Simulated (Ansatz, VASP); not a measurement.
SiO2 in VASP and in Ansatz

The input INCAR:

```
SYSTEM = SiO2
PREC = Accurate
ENCUT = 520
EDIFF = 1E-6
ISMEAR = 0
SIGMA = 0.1
LREAL = .FALSE.
LASPH = .TRUE.
NELM = 80
ALGO = Normal
ISIF = 2
LWAVE = .FALSE.
LCHARG = .FALSE.
GGA = PE
NBANDS = 44
```

KPOINTS

```
regular mesh
0
G
  4 4 4
  0 0 0
```

The input POSCAR:

```
SiO2
1.0
    4.9926472100      0.0000000000      0.0000000000
    0.0000000000      4.9926472100      0.0000000000
    0.0000000000      0.0000000000      6.9339264200
Si O
4 8
Direct
    0.6986584000      0.6986584000      0.5000000000
    0.8013416000      0.1986584000      0.7500000000
    0.1986584000      0.8013416000      0.2500000000
    0.3013416000      0.3013416000      0.0000000000
    0.8935685900      0.7613864500      0.3201084900
    0.1064314100      0.2386135500      0.8201084900
    0.7613864500      0.8935685900      0.6798915100
    0.2613864500      0.6064314100      0.0701084900
    0.2386135500      0.1064314100      0.1798915100
    0.3935685900      0.7386135500      0.4298915100
    0.6064314100      0.2613864500      0.9298915100
    0.7386135500      0.3935685900      0.5701084900
```

Input for Ansatz:

```yaml
crystal:
  lattice:
    - [4.99264721, 0.0, 0.0]
    - [0.0, 4.99264721, 0.0]
    - [0.0, 0.0, 6.93392642]
  atoms:
    - { symbol: Si, position: [0.6986584, 0.6986584, 0.5] }
    - { symbol: Si, position: [0.8013416, 0.1986584, 0.75] }
    - { symbol: Si, position: [0.1986584, 0.8013416, 0.25] }
    - { symbol: Si, position: [0.3013416, 0.3013416, 0.0] }
    - { symbol: O, position: [0.89356859, 0.76138645, 0.32010849] }
    - { symbol: O, position: [0.10643141, 0.23861355, 0.82010849] }
    - { symbol: O, position: [0.76138645, 0.89356859, 0.67989151] }
    - { symbol: O, position: [0.26138645, 0.60643141, 0.07010849] }
    - { symbol: O, position: [0.23861355, 0.10643141, 0.17989151] }
    - { symbol: O, position: [0.39356859, 0.73861355, 0.42989151] }
    - { symbol: O, position: [0.60643141, 0.26138645, 0.92989151] }
    - { symbol: O, position: [0.73861355, 0.39356859, 0.57010849] }
basis:
  ecutwfc: 420
kpoints:
  mp_grid: { grid: [4, 4, 4] }
hamiltonian:
  xc: pbe
scf:
  occupations: { method: gaussian, width: 0.1 }
output:
  forces: true
  stress: true
  eigenvalues: true
```

The cell is a database's computed one.

Alike in both runs: task single point; functional PBE; k mesh 4 × 4 × 4; occupations gaussian, width 0.1 eV; no spin polarisation.

```csv
,VASP,Ansatz
version,VASP 6.6.1,Ansatz 0.2.0
potentials or method,"VASP PAW PBE potentials, release 64 (Si, O)","scalar-relativistic, plane waves, PAW"
plane-wave cutoff (eV),520,420
valence electrons in the cell,64,64
```

```tsv
	VASP	Ansatz	Ansatz less VASP
gap on the k mesh at the Fermi level (eV)	5.72	5.71	-0.001
least direct gap on the mesh (eV)	5.72	5.71	-0.001
pressure (GPa)	4.8	4.7	-0.13
largest component of the traceless stress (GPa)	0.15	0.18	+0.030
rms of the force components (eV/Å)	0.134	0.137	+0.0028
```

Atom by atom the forces differ by 0.008 eV/Å (rms over components).

A k mesh can miss the band edges. A hybrid or GW would open this gap; PBE tends to underestimate it.
